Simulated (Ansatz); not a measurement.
**Review of an SCF result for Co**

The cell (2 atoms) is Co as a measured crystal structure (space group Fm-3m, primitive cell doubled). Source: COD entry 9012926; it may be a high-temperature, high-pressure or metastable form.

These are results of Ansatz development build ahead of 0.2.0, DFT, HSE06, PAW, plane waves, scalar-relativistic, not measurements.

```yaml
crystal:
  lattice:
    - [0.0, 1.7844, 1.7844]
    - [3.5688, 0.0, 3.5688]
    - [1.7844, 1.7844, 0.0]
  atoms:
    - { symbol: Co, position: [0.0, 0.0, 0.0], spin: 3.0 }
    - { symbol: Co, position: [0.0, 0.5, 0.0], spin: -3.0 }
magnetization:
  spin_polarized: true
hamiltonian:
  xc: hse06
  pseudopotentials: { kind: paw }
basis:
  ecutwfc: 420
kpoints:
  mp_grid: { grid: [6, 3, 6] }
scf:
  occupations: { method: gaussian, width: 0.1 }
  lower_state_search: "off"
output:
  forces: true
  stress: true
```

The run was started with:
```sh
ansatz run input.yaml --threads 4 --pin off --max-ram 10240MiB --backend cpu --events-out ev --progress --plain --runs-dir out
```

Wall time and machine: 23 s on 4 threads of Arm Neoverse V1, with other jobs on the host, peak memory 0.58 GiB.

The end of the output:

```
SCF 10 converged in 2 iterations: F = -10247.861898 eV  dr2 = 1.81e-9
  Residual-converged pass: ⟨swp⟩=2.7  Hψ=1384  notcnv=0  max |occ|·‖R‖ = 1.2e-6 eV (tolerance 1.2e-6 eV)  dr2=1.81e-9  dr2_m=5.17e-10  dr2_onsite=6.67e-10  max |Δocc| = 6.6e-14
hybrid outer 9: dexx = +1.155e-9 eV, tail = 2.03e-8 eV, Δε = 9.15e-5 eV (about 4.12e-4 eV left of the loop's levels), ΔF = 5.05e-29 eV/Å (tail 3.36e-29)
the last iteration of the SCF fills more bands at one k-point than at another: 16 at σ=↑ k=3 and 18 at σ=↑ k=0; 16 at σ=↓ k=3 and 18 at σ=↓ k=0 (a band counts as filled where it holds over half of its capacity, the bands of one level by their mean; [...]
this state was not tested for a lower state beside it, because the functional holds exact exchange (a hybrid, or Hartree-Fock), whose exchange loop this test does not read (fock_operator); [...]
hybrid SCF converged: 9 outer / 88 inner (+22 warm-up), last move |dexx| = 1.15e-9 eV, tail = 2.03e-8 eV
Magnetization: -0.1030 μB (16.9485 up, 17.0515 down)
Absolute magnetization: 4.6045 μB (∫|ρ↑−ρ↓|, with the PAW one-centre terms)
Spin contamination: 2.1723 ħ² per cell (⟨S²⟩ above its minimum at these occupations)
Per-site moments (μB) at R_I (Å): [(2.1341, 1.0409), (-2.2239, 1.0409)]
Free energy (F): -10247.861898 eV
Frozen-core exchange: fock
Harris-Foulkes:  -10247.861898 eV  (|F-HF|=1.22e-9)
Internal energy: -10247.860391 eV  (E = F + TS)
E sigma→0 (E₀):  -10247.861144 eV
Entropy (-TS):   -0.001506 eV (-0.753 meV/atom)
Fermi energy:    17.641586 eV
--- Forces (eV/Å), atoms counted from 1 ---
  atom   1  Co    -0.00000000     0.00000000     0.00000000
  atom   2  Co     0.00000000     0.00000000     0.00000000
--- Stress (GPa, compression-positive) ---
        7.460780     -13.199522      13.199522
      -13.199522       7.460780     -13.199522
       13.199522     -13.199522       7.460780
  P = ⅓ Tr σ = 7.4608 GPa (74.608 kbar)
  guard bands above this table: 4 of the run's 24 bands. The solve was not asked for them (output.publish_guard_bands: true or output.eigenvalues: true publishes all)
```

The mesh is coarse, so energy differences (and at times their sign) aren't converged.

Hybrids strongly overstate moments, exchange splitting and magnetic energies in itinerant metals. Pressures are approximate, as the exchange loop's threshold is loose for stress.

Site moments are taken inside atomic spheres and don't add up to the total.

Question: Would you trust this as the ground state? If a lower solution is known, describe it.

Answer: No, on this mesh. A state 292 meV/atom (0.584 eV per cell) lower exists in this cell: ferromagnetic, site moments Co1 2.09, Co2 1.94 μB, total 3.72 μB per cell, no gap on the k-mesh. It was reached from: a moment on one site alone, plain SCF [Co1 3.00 μB]; the moments in brackets, symmetry off, plain SCF [Co1 3.00, Co2 3.00 μB]. The state has less symmetry than the crystal, so which of the equivalent atoms carry which values depends on the start. The wrong state matters: the pressure is 0.0 GPa there against 7.5 GPa here. This multiple of the primitive cell fits some opposed orders; other multiples fit others. Only collinear orders within this cell were tried; the true ground state may need a larger cell.
